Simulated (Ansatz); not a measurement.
P: energy less free atoms and pressure against volume scale

Periodic Kohn-Sham DFT of a crystal at fixed atoms, scaled to volume_scale times the given cell; pressure positive in compression, energy less spherical unpolarised free atoms, largest_vzz the field gradient of largest size among the nuclei. The results are calculated, by Ansatz 0.2.0.

The cell before it is scaled or strained (space group Fm-3m, No. 225):
```
cell vectors (Å)
   0.0000     1.9379     1.9379
   1.9379     0.0000     1.9379
   1.9379     1.9379     0.0000
atoms (fractions of the cell vectors)
P   0.00000  0.00000  0.00000
```

Settings of every row: method all-electron LAPW; functional PBE; relativity scalar; k mesh 20x20x20; filling fermi-dirac; smearing width 0.05 eV; basis error target 0.5 meV/atom; nucleus gaussian.

Atom start moment: 0 on all atoms.

Limits: the cell comes from a prototype or a list of computed structures and needn't be the stable phase.

| row | volume scale | V (Å³/atom) | energy less free atoms (eV/atom) | pressure (GPa) |
| --- | --- | --- | --- | --- |
| 1 | 0.9405 | 13.689 | -4.4882 | 6.266 |
| 2 | 0.98 | 14.264 | -4.5027 | 1.97 |
| 3 | 1 | 14.555 | ? | ? |
| 4 | 1.02 | 14.847 | -4.5031 | -1.666 |
| 5 | 1.06 | 15.429 | -4.4913 | -4.704 |

Question: what energy less free atoms and pressure should row 3 give?

Worked fit of energy less free atoms. Take u = (V_r/V)^(2/3) − 1 with V_r = 14.555 Å³ an atom, which is twice the finite (Eulerian) strain; such expansions in the strain, on which the Birch-Murnaghan equation of state is built, carry the rest volume and the bulk modulus. The shown rows have u = 0.04174, 0.01355, -0.01315, -0.03813. Least squares give energy less free atoms = −4.50455 + 0.006 × u + 9.252 × u² eV/atom; a straight line predicts inner rows, each left out in turn, worse (root mean square 0.0094 against 0.00016 eV/atom). The rows lie off it by 0.0000, 0.0001, -0.0001, 0.0000. Its lowest point lies at u = -0.0003, or V = 14.56 Å³ an atom, and the curvature there gives the bulk modulus at fixed shape and fractions, B = (4/9)(1 + u)² E″(u)/V = 90.4 GPa. The withheld row has u = 0, so the fit gives −4.50455 + 0.006 × (0) + 9.252 × (0)² = -4.5046 eV/atom.

The calculation gave -4.5045 eV/atom. The fit lies 0.0001 eV/atom (0.61 % of the column's range) below it, one unit of the last digit.

Worked fit of pressure. Take u = (V_r/V)^(2/3) − 1 with V_r = 14.555 Å³ an atom, which is twice the finite (Eulerian) strain; such expansions in the strain, on which the Birch-Murnaghan equation of state is built, carry the rest volume and the bulk modulus. The shown rows have u = 0.04174, 0.01355, -0.01315, -0.03813. Least squares give pressure = 0.0731 + 136.28 × u + 289.09 × u² GPa; a straight line predicts inner rows, each left out in turn, worse (root mean square 0.29 against 0.0064 GPa). The rows lie off it by 0.001, -0.003, 0.003, -0.001. The pressure vanishes at u = -0.0005, or V = 14.57 Å³ an atom, and there the bulk modulus at fixed shape and fractions is B = −V dP/dV = (2/3)(1 + u) dP/du = 90.6 GPa. The withheld row has u = 0, so the fit gives 0.0731 + 136.28 × (0) + 289.09 × (0)² = 0.073 GPa.

The calculation gave 0.088 GPa. The fit lies 0.015 GPa (17 % of the value, 0.14 % of the column's range) below it; its largest miss of a shown row is 0.003 GPa.
